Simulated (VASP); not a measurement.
Crystal: SiNi.

```
Ni Si
1.0
     5.17310    0.00000    0.00000
     0.00000    3.33810    0.00000
     0.00000    0.00000    5.60490
Ni Si
4 4
Direct
  0.99221 0.75000 0.81248
  0.50779 0.25000 0.31248
  0.49221 0.75000 0.68752
  0.00779 0.25000 0.18752
  0.67872 0.25000 0.91750
  0.82128 0.75000 0.41750
  0.17872 0.25000 0.58250
  0.32128 0.75000 0.08250
```

- Program: VASP 6.6.1
- Task: single point
- Functional: PBE
- Potentials or basis: VASP PAW PBE potentials, release 64 (Ni, Si)
- Cutoff: 520 eV
- k mesh: 5 × 8 × 5
- Occupations: fermi-dirac, width 0.05 eV
- Spin: collinear spin, ferromagnetic start
- Starting moments: [1.0, 1.0, 1.0, 1.0, 0.0, 0.0, 0.0, 0.0] μB

On this cell: pressure 1.8 GPa; largest force 0.058 eV/Å; net moment 0.00 μB per cell; band gap on the k mesh none (metal or under the smearing width).

The same run follows on a disturbed copy (atoms moved at random, drawn with an rms of 0.05 Å):

```
CELL_PARAMETERS angstrom
5.17310 0.00000 0.00000
0.00000 3.33810 0.00000
0.00000 0.00000 5.60490
ATOMIC_POSITIONS crystal
Ni 0.99942 0.74981 0.81008
Ni 0.51680 0.24512 0.31492
Ni 0.49478 0.75792 0.68828
Ni 0.00334 0.24471 0.18710
Si 0.67538 0.23914 0.92577
Si 0.82700 0.76428 0.40964
Si 0.17904 0.25103 0.58535
Si 0.32537 0.75548 0.08346
```

**Question.** What does the disturbed cell give?

**Answer.** The energy (extrapolated to zero smearing) moves by +12.4 meV/atom; pressure 2.2 GPa; largest force 0.920 eV/Å; net moment 0.00 μB per cell; band gap on the k mesh none (metal or under the smearing width).

Forces in eV/Å, atoms in the order of the input:
```
Ni  -0.424 -0.047  0.136
Ni  -0.548  0.379  0.069
Ni   0.176 -0.348 -0.017
Ni   0.765  0.461 -0.092
Si   0.142  0.423 -0.601
Si  -0.240 -0.636  0.621
Si   0.259  0.043 -0.221
Si  -0.129 -0.276  0.105
```

Stress tensor (GPa, compression positive):
```
 0.55  0.51 -0.02
 0.51  3.91 -0.09
-0.02 -0.09  2.21
```
